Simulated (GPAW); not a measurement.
Runs of GPAW 26.7.0 on Al2Cu (Khatyrkite). The structure is tetragonal, space group I4/mcm (No. 140). The conventional cell has a = 6.067 Å, b = 6.067 Å, c = 4.877 Å, α = 90.00°, β = 90.00°, γ = 90.00°. Around Cu (site symmetry 422) lie 2 Cu at 2.44 Å and 8 Al at 2.59 Å. Around Al (site symmetry m2m) lie 4 Cu at 2.59 Å and 3 Al at 2.71 to 2.90 Å. 

```tsv
task	level	potentials or basis	cell	k mesh	optimizer	fmax	max steps	convergence	band path	gap on the mesh (eV)	pressure (GPa)	relaxed volume (Å³/atom)
relaxation of cell and atoms	PBEsol+D3	PAW data sets generated in the run's folder for this functional, pw	relaxed	5 × 5 × 5	BFGS	0.02 eV/Å	60	density=1e-05 forces=0.0001	-	none	0.1	13.98
band structure	LDA	the program's PAW data sets (release 1.2.1) made for this functional, pw	as given	6 × 6 × 6	-	-	-	-	GXMGZPNZ1M,XP	-	-6.1	-
relaxation of cell and atoms	PBEsol	PAW data sets generated in the run's folder for this functional, pw	relaxed	5 × 5 × 5	BFGS	0.02 eV/Å	60	density=1e-05 forces=0.0001	-	none	0.2	(b)
relaxation of cell and atoms	PBEsol+D3(BJ)	PAW data sets generated in the run's folder for this functional, pw	relaxed	5 × 5 × 5	BFGS	0.02 eV/Å	60	density=1e-05 forces=0.0001	-	none	0.1	(a)
relaxation of cell and atoms	PBEsol+D3(BJ)+ATM	PAW data sets generated in the run's folder for this functional, pw	relaxed	5 × 5 × 5	BFGS	0.02 eV/Å	60	density=1e-05 forces=0.0001	-	none	0.2	14.02
```

Alike in all rows: no spin polarisation; cutoff (eV) 600; smearing fermi-dirac 0.05 eV.

Question: Estimate the missing entries.

Answer: (a) 13.95; (b) 14.49.

Caveats: with this Cu data set, volumes or pressures lay over 1.5 % or 2 GPa off other programs in two to four cells of ten; later steps reuse the first step's grids (some runs); pairwise dispersion overbinds metals, which lowers pressure and volume (some runs).

A k mesh can miss the band edges.

A gap of «none» marks a metal or a gap under the smearing width.

Not every run made on this cell is shown here.
